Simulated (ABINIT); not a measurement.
Si: single point with LDA

Si:

```
CELL_PARAMETERS angstrom
0.00000 2.72185 2.72185
2.72185 0.00000 2.72185
2.72185 2.72185 0.00000
ATOMIC_POSITIONS crystal
Si 0.50000 0.50000 0.50000
Si 0.75000 0.75000 0.75000
```

- Program: ABINIT 10.8.3 (patched build)
- Task: single point
- Functional: LDA
- Potentials or basis: PseudoDojo NC SR LDA v0.4.1 standard
- Cutoff: 327 eV
- k mesh: 6 × 6 × 6
- Occupations: fermi-dirac, width 0.05 eV
- Spin: no spin polarisation

* Band gap on the k mesh: 0.63 eV, indirect (least direct gap 2.53 eV)
* Valence electrons inside the program's atomic spheres: Si 1.80 (radii [1.0584] Å)

Levels at points of the mesh, in eV from the valence-band top:
```csv
k point,band 1,band 2,band 3,band 4,band 5,band 6,band 7,band 8
"(0.00, 0.00, 0.00)",-11.92,0.00,0.00,0.00,2.53,2.53,2.53,3.09
"(0.50, 0.00, 0.00)",-9.60,-6.96,-1.19,-1.19,1.39,3.31,3.31,7.52
"(0.50, 0.50, 0.00)",-7.80,-7.80,-2.84,-2.84,0.63,0.63,9.92,9.92
```

Wall time 2.1 s on 1 thread of Arm Neoverse V1, with other jobs on the host, peak memory 0.1 GiB.

 A k mesh can miss the band edges.
